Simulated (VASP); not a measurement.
# PbO2 (Fm-3m) in VASP: a series of runs

One crystal, PbO2, is run at these levels: PBE; tasks: single point, relaxation of cell and atoms.

Everything below comes from runs of VASP 6.6.1. Logs are shortened: lines on timing, memory, paths and dates and some standing lists are left out, and cuts for length are marked.

## (1) Starting point

It takes space group Fm-3m (No. 225, cubic). Conventional cell: a = 5.408 Å, b = 5.408 Å, c = 5.408 Å, α = 90.00°, β = 90.00°, γ = 90.00°. Pb (site symmetry m-3m) has 8 O at 2.34 Å as nearest neighbours. O (site symmetry -43m) is surrounded by 4 Pb at 2.34 Å.

## (2) Single point, PBE

INCAR reads:

```
  ALGO = Normal
  EDIFF = 1E-6
  ENCUT = 520
  GGA = PE
  ISIF = 2
  ISMEAR = 0
  LASPH = True
  LCHARG = False
  LREAL = False
  LWAVE = False
  NBANDS = 20
  NELM = 100
  PREC = Accurate
  SIGMA = 0.1
```

KPOINTS reads:

```
k-points
0
Gamma
  14 14 14
```

POSCAR reads:

```
PbO2
1.0
    0.0000000000      2.7039120950      2.7039120950
    2.7039120950      0.0000000000      2.7039120950
    2.7039120950      2.7039120950      0.0000000000
Pb O
1 2
Direct
    0.0000000000      0.0000000000      0.0000000000
    0.2500000000      0.2500000000      0.2500000000
    0.7500000000      0.7500000000      0.7500000000
```

Potentials or basis: VASP PAW PBE potentials, release 64 (Pb_d, O).

Command:

```bash
> cat potpaw_PBE.64/Pb_d/POTCAR potpaw_PBE.64/O/POTCAR > POTCAR
> mpirun -np 1 vasp_std > vasp.out
```

OUTCAR:

```text
EDIFF = 1E-6
   ENCUT = 520
   GGA = PE
   ISIF = 2
   ISMEAR = 0
   LASPH = True
   LREAL = False
   NELM = 100
   PREC = Accurate

 ion  position               nearest neighbor table
   1  0.000  0.000  0.000-   2 2.34   3 2.34   3 2.34   3 2.34   3 2.34   2 2.34   2 2.34   2 2.34

   2  0.250  0.250  0.250-   1 2.34   1 2.34   1 2.34   1 2.34
   3  0.750  0.750  0.750-   1 2.34   1 2.34   1 2.34   1 2.34

  LATTYP: Found a face centered cubic cell.
 ALAT       =     5.4078241900

  Lattice vectors:

 A1 = (   0.0000000000,   2.7039120950,   2.7039120950)
 A2 = (   2.7039120950,   0.0000000000,   2.7039120950)
 A3 = (   2.7039120950,   2.7039120950,   0.0000000000)

Analysis of symmetry for initial positions (statically):
=====================================================================
 Subroutine PRICEL returns:
 Original cell was already a primitive cell.

 Routine SETGRP: Setting up the symmetry group for a
 face centered cubic supercell.

 Subroutine GETGRP returns: Found 48 space group operations
 (whereof 48 operations were pure point group operations)
 out of a pool of 48 trial point group operations.

The static configuration has the point symmetry O_h .

Analysis of symmetry for dynamics (positions and initial velocities):
=====================================================================
 Subroutine PRICEL returns:
 Original cell was already a primitive cell.

 Routine SETGRP: Setting up the symmetry group for a
 face centered cubic supercell.

 Subroutine GETGRP returns: Found 48 space group operations
 (whereof 48 operations were pure point group operations)
 out of a pool of 48 trial point group operations.

The dynamic configuration has the point symmetry O_h .

 Subroutine INISYM returns: Found 48 space group operations
 (whereof 48 operations are pure point group operations),
 and found     1 'primitive' translations

----------------------------------------------------------------------------------------

                                     Primitive cell

  volume of cell :      39.5374

  direct lattice vectors                    reciprocal lattice vectors
     0.000000000  2.703912095  2.703912095    -0.184917254  0.184917254  0.184917254
     2.703912095  0.000000000  2.703912095     0.184917254 -0.184917254  0.184917254
     2.703912095  2.703912095  0.000000000     0.184917254  0.184917254 -0.184917254

  length of vectors
     3.823909156  3.823909156  3.823909156     0.320286079  0.320286079  0.320286079

  position of ions in fractional coordinates (direct lattice)
     0.000000000  0.000000000  0.000000000
     0.250000000  0.250000000  0.250000000
     0.750000000  0.750000000  0.750000000

  ion indices of the primitive-cell ions
   primitive index   ion index
                 1           1
                 2           2
                 3           3

----------------------------------------------------------------------------------------

 KPOINTS: k-points

Automatic generation of k-mesh.
 Grid dimensions read from file:
 generate k-points for:   14   14   14

 Generating k-lattice:

  Cartesian coordinates                     Fractional coordinates (reciprocal lattice)
    -0.013208375  0.013208375  0.013208375     0.071428571  0.000000000  0.000000000
     0.013208375 -0.013208375  0.013208375     0.000000000  0.071428571  0.000000000
     0.013208375  0.013208375 -0.013208375     0.000000000  0.000000000  0.071428571

  Length of vectors
     0.022877577  0.022877577  0.022877577

  Shift w.r.t. Gamma in fractional coordinates (k-lattice)
     0.000000000  0.000000000  0.000000000

 Subroutine IBZKPT returns following result:
 ===========================================

 Found    104 irreducible k-points:

 Following reciprocal coordinates:
            Coordinates               Weight
  0.000000  0.000000  0.000000      1.000000
  0.071429  0.000000  0.000000      8.000000
  0.142857  0.000000  0.000000      8.000000
  0.214286  0.000000  0.000000      8.000000
  0.285714  0.000000  0.000000      8.000000
  0.357143  0.000000  0.000000      8.000000
[... 16 lines left out ...]
  0.214286  0.142857  0.000000     24.000000
  0.285714  0.142857  0.000000     24.000000
 [... further k-points ...]
   k-points           NKPTS =    104   k-points in BZ     NKDIM =    104   number of bands    NBANDS=     20
   number of dos      NEDOS =    301   number of ions     NIONS =      3
   total plane-waves  NPLWV =  21952
   dimension x,y,z NGX =    28 NGY =   28 NGZ =   28
   dimension x,y,z NGXF=    56 NGYF=   56 NGZF=   56
   ions per type =               1   2
   NGX,Y,Z   is equivalent  to a cutoff of  12.17, 12.17, 12.17 a.u.
   NGXF,Y,Z  is equivalent  to a cutoff of  24.35, 24.35, 24.35 a.u.
 SYSTEM =  unknown system
   PREC   = accura    normal or accurate (medium, high low for compatibility)
   ISTART =      0    job   : 0-new  1-cont  2-samecut
   ICHARG =      2    charge: 1-file 2-atom 10-const
   ISPIN  =      1    spin polarized calculation?
   LNONCOLLINEAR =      F non collinear calculations
   LSORBIT =      F    spin-orbit coupling
   LASPH  =      T    aspherical Exc in radial PAW
   ENCUT  =  520.0 eV  38.22 Ry    6.18 a.u.   7.11  7.11  7.11*2*pi/ulx,y,z
   NELM   =    100;   NELMIN=  2; NELMDL= -5     # of ELM steps
   EDIFF  = 0.1E-05   stopping-criterion for ELM
   LREAL  =      F    real-space projection
   EDIFFG = 0.1E-04   stopping-criterion for IOM
   NSW    =      0    number of steps for IOM
   IBRION =     -1    ionic relax: 0-MD 1-quasi-New 2-CG
   NFREE  =      0    steps in history (QN), initial steepest desc. (CG)
   ISIF   =      2    stress and relaxation
   ISYM   =      2    0-nonsym 1-usesym 2-fastsym
   POTIM  = 0.5000    time-step for ionic-motion
   TEBEG  =    0.0;   TEEND  =   0.0 temperature during run
   PSTRESS=    0.0 pullay stress
   NELECT =      26.0000    total number of electrons
   NUPDOWN=      -1.0000    fix difference up-down
   EMIN   =  10.00;   EMAX   =-10.00  energy-range for DOS
   EFERMI =   0.00;   METHOD = LEGACY
   ISMEAR =     0;   SIGMA  =   0.10  broadening in eV -4-tet -1-fermi 0-gaus
   EFERMI_NEDOS =   21; number of points for ismear=-14 and -15
   IALGO  =     38    algorithm
   IMIX   =      4    mixing-type and parameters
     AMIX     =   0.40;   BMIX     =  1.00
     AMIX_MAG =   1.60;   BMIX_MAG =  1.00
  volume/ion in A,a.u.               =      13.18        88.94
  Fermi-wavevector in a.u.,A,eV,Ry     =   1.423629  2.690268 27.575179  2.026718
  Thomas-Fermi vector in A             =   2.544206
   LORBIT       =      0    0 simple, 1 ext, 2 COOP (PROOUT), +10 PAW based schemes
   GGA     = PE    functional components
   LHFCALC =     F    Hartree Fock is set to
   AEXX    =    0.0000 exact exchange contribution
   IVDW    =     0    specifies the selected vdW correction
   LEPSILON=     F    determine dielectric tensor
   LRPA    =     F    only Hartree local field effects (RPA)
 non-spin polarized calculation
 Gauss-broadening in eV      SIGMA  =   0.10
  energy-cutoff  :      520.00
  volume of cell :       39.54
 maximum number of plane-waves:      1090
   NGX = 15   NGY = 15   NGZ = 15

 number of electron      25.9999988 magnetization

 Free energy of the ion-electron system (eV)
  ---------------------------------------------------
  ext. energy  EPLUGINS =         0.00000000
  ---------------------------------------------------
  free energy    TOTEN  =       -15.61201090 eV

  energy without entropy =      -15.60843538  energy(sigma->0) =      -15.61022314

 E-fermi :   5.5932     XC(G=0): -11.1325

 val. band max:        5.5757253253   @ k =  -0.3571   0.5000   0.1429
 cond. band min:       5.6119201092   @ k =  -0.2857   0.5000   0.2143
 fundamental gap:      0.0361947839
 Fermi energy:         5.5932031232

 k-point     1 :       0.0000    0.0000    0.0000
  band No.  band energies     occupation
      1     -12.8824      2.00000
      2     -10.0874      2.00000
      3     -10.0764      2.00000
      4     -10.0764      2.00000
      5     -10.0764      2.00000
      6      -9.8465      2.00000
[... 12 lines left out ...]
     19      21.1762      0.00000
     20      21.1762      0.00000

 k-point     2 :       0.0714    0.0000    0.0000
  band No.  band energies     occupation
      1     -12.8408      2.00000
      2     -10.4735      2.00000
      3     -10.0701      2.00000
      4     -10.0701      2.00000
      5      -9.8470      2.00000
      6      -9.8470      2.00000
[... 12 lines left out ...]
     19      21.1275      0.00000
     20      21.1275      0.00000

 k-point     3 :       0.1429    0.0000    0.0000
  band No.  band energies     occupation
      1     -12.7241      2.00000
      2     -10.8286      2.00000
      3     -10.0536      2.00000
      4     -10.0536      2.00000
      5      -9.8473      2.00000
      6      -9.8473      2.00000
[... 12 lines left out ...]
     19      21.0124      0.00000
     20      21.0124      0.00000

 k-point     4 :       0.2143    0.0000    0.0000
  band No.  band energies     occupation
      1     -12.5562      2.00000
      2     -11.1150      2.00000
      3     -10.0333      2.00000
      4     -10.0333      2.00000
      5      -9.8438      2.00000
      6      -9.8438      2.00000
[... 12 lines left out ...]
     19      20.8876      0.00000
     20      20.8876      0.00000

 k-point     5 :       0.2857    0.0000    0.0000
  band No.  band energies     occupation
      1     -12.3881      2.00000
      2     -11.2929      2.00000
      3     -10.0172      2.00000
      4     -10.0172      2.00000
      5      -9.8331      2.00000
      6      -9.8331      2.00000
[... 12 lines left out ...]
     19      20.7886      0.00000
     20      20.7886      0.00000
[... 353 lines left out ...]
      6      -9.8435      2.00000
[... 12 lines left out ...]
     19      20.9828      0.00000
     20      21.1298      0.00000

 k-point    22 :       0.1429    0.1429    0.0000
  band No.  band energies     occupation
      1     -12.6662      2.00000
      2     -10.9689      2.00000
      3     -10.0323      2.00000
      4     -10.0323      2.00000
      5      -9.8653      2.00000
      6      -9.8346      2.00000
[... 12 lines left out ...]
     19      20.8208      0.00000
     20      21.2622      0.00000

 k-point    23 :       0.2143    0.1429    0.0000
  band No.  band energies     occupation
      1     -12.5320      2.00000
      2     -11.1906      2.00000
      3     -10.0097      2.00000
      4     -10.0048      2.00000
      5      -9.8724      2.00000
      6      -9.8283      2.00000
[... 12 lines left out ...]
     19      21.2413      0.00000
     20      21.2716      0.00000

 k-point    24 :       0.2857    0.1429    0.0000
  band No.  band energies     occupation
      1     -12.3629      2.00000
      2     -11.3941      2.00000
      3      -9.9893      2.00000
      4      -9.9651      2.00000
      5      -9.8676      2.00000
      6      -9.8189      2.00000
[... 12 lines left out ...]
     19      21.2482      0.00000
     20      22.0994      0.00000

 [... further k-points ...]

------------------------ aborting loop because EDIFF is reached ----------------------------------------

  FORCE on cell =-STRESS in cart. coord.  units (eV):
  Direction    XX          YY          ZZ          XY          YZ          ZX
  --------------------------------------------------------------------------------------
  -------------------------------------------------------------------------------------
  Total        0.0550726      0.0550726      0.0550726      0.0000000      0.0000000      0.0000000
  in kB        2.2317140      2.2317140      2.2317140      0.0000000      0.0000000      0.0000000
  external PRESSURE =       2.2317140 kB  Pullay stress =       0.0000000 kB

 VOLUME and BASIS-vectors are now :
 -----------------------------------------------------------------------------
  energy-cutoff  :      520.00
  volume of cell :       39.54
      direct lattice vectors                 reciprocal lattice vectors
     0.000000000  2.703912095  2.703912095    -0.184917254  0.184917254  0.184917254
     2.703912095  0.000000000  2.703912095     0.184917254 -0.184917254  0.184917254
     2.703912095  2.703912095  0.000000000     0.184917254  0.184917254 -0.184917254

 POSITION                                       TOTAL-FORCE (eV/Angst)
 -----------------------------------------------------------------------------------
      0.00000      0.00000      0.00000         0.000000      0.000000      0.000000
      1.35196      1.35196      1.35196         0.000000      0.000000      0.000000
      4.05587      4.05587      4.05587        -0.000000     -0.000000     -0.000000
 -----------------------------------------------------------------------------------
    total drift:                                0.000000      0.000000      0.000000

  FREE ENERGIE OF THE ION-ELECTRON SYSTEM (eV)
  ---------------------------------------------------
  free  energy   TOTEN  =       -15.6120108993 eV

  energy  without entropy=      -15.6084353754  energy(sigma->0) =      -15.61022314
```

Wall time 63 s (1 thread of Intel Xeon Platinum 8259CL at 2.50GHz (Skylake/Cascade Lake), shared host); peak memory 0.21 GiB.

What came out:

- Free energy: -15.6120 eV
- Pressure: 0.2 GPa
- Band gap on the k mesh: none (metal or under the smearing width)

Levels at points of the mesh, in eV from the Fermi level:
```
           k point  band 11  band 12  band 13  band 14  band 15  band 16
(0.00, 0.00, 0.00)    -1.95    -1.18    -1.18    -1.18     7.00     7.00
(0.50, 0.00, 0.00)    -2.74    -1.39    -1.39     2.57     7.14     9.49
(0.50, 0.50, 0.00)    -0.23    -0.13    -0.13     1.67     6.19     9.46
```

[end of part 1 of 3]
